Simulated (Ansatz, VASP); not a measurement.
Sc: VASP beside Ansatz

```xyz
1
Lattice="0.0000 2.3556 2.2705 2.3556 0.0000 2.2705 2.3556 2.3556 0.0000" Properties=species:S:1:pos:R:3 pbc="T T T"
Sc    0.0000    0.0000    0.0000
```

Change from the starting cell: strain +0.0375 x Voigt [1, 1, 0, 0, 0, 0], atoms carried along.

Alike in both runs: task single point; functional LDA; k mesh 18 × 18 × 18; occupations gaussian, width 0.15 eV; no spin polarisation.

|  | VASP | Ansatz |
| --- | --- | --- |
| version | VASP 6.6.1 | Ansatz 0.2.0 |
| potentials or method | VASP PAW LDA potentials, release 64 (Sc_sv) | scalar-relativistic, plane waves, PAW |
| plane-wave cutoff (eV) | 520 | 420 |
| valence electrons in the cell | 11 | 11 |

Ansatz gave:

```
gap on the k mesh at the Fermi level (eV)       : none
pressure (GPa)                                  : -5.7
largest component of the traceless stress (GPa) : 0.66
```

What did VASP give for the same quantities?

gap on the k mesh at the Fermi level (eV): none; pressure (GPa): -5.7; largest component of the traceless stress (GPa): 0.67.

A gap of «none» marks a metal or a gap that the smearing closes.
